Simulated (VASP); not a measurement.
Runs of VASP 6.6.1 on InP. It takes space group F-43m (No. 216, cubic). The conventional cell has a = 5.879 Å, b = 5.879 Å, c = 5.879 Å, α = 90.00°, β = 90.00°, γ = 90.00°. In (site symmetry -43m) has 4 P at 2.55 Å as nearest neighbours. P (site symmetry -43m) is surrounded by 4 In at 2.55 Å. The cell was built by a generator and needn't be a form met in nature.

```tsv
task	level	potentials or basis	spin	cell	k mesh	cutoff (eV)	gap on the mesh (eV)	pressure (GPa)
relaxation of cell and atoms	PBEsol	VASP PAW PBE potentials, release 64 (In_d, P)	off	relaxed	8 × 8 × 8	600	0.57	0.0
band structure	r2SCAN	VASP PAW PBE potentials, release 64 (In_d, P)	off	as given	8 × 8 × 8	520	1.12	0.9
band structure	PBEsol	VASP PAW PBE potentials, release 64 (In_d, P)	SOC, no magnetisation	as given	6 × 6 × 6	520	-	-0.1
band structure	LDA	VASP PAW LDA potentials, release 64 (In_d, P)	off	as given	8 × 8 × 8	520	0.46	(a)
band structure	TB-mBJ	VASP PAW PBE potentials, release 64 (In_d, P)	off	as given	8 × 8 × 8	520	(b)	-
band structure	PBEsol	VASP PAW PBE potentials, release 64 (In_d, P)	off	as given	8 × 8 × 8	520	0.57	0.0
```

Alike in all rows: smearing gaussian 0.03 eV.

Q: Estimate the missing entries.

A: (a) -1.8; (b) 1.62.

Caveats: the PAW data sets were made with another functional, which shifts forces and pressure a little (some runs); spin-orbit coupling is left out, which moves the levels of the heavy elements (some runs); the relaxation stopped at its first step, so nothing moved (some runs).

A k mesh can miss the band edges, and rows without SOC leave out spin-orbit coupling on In.
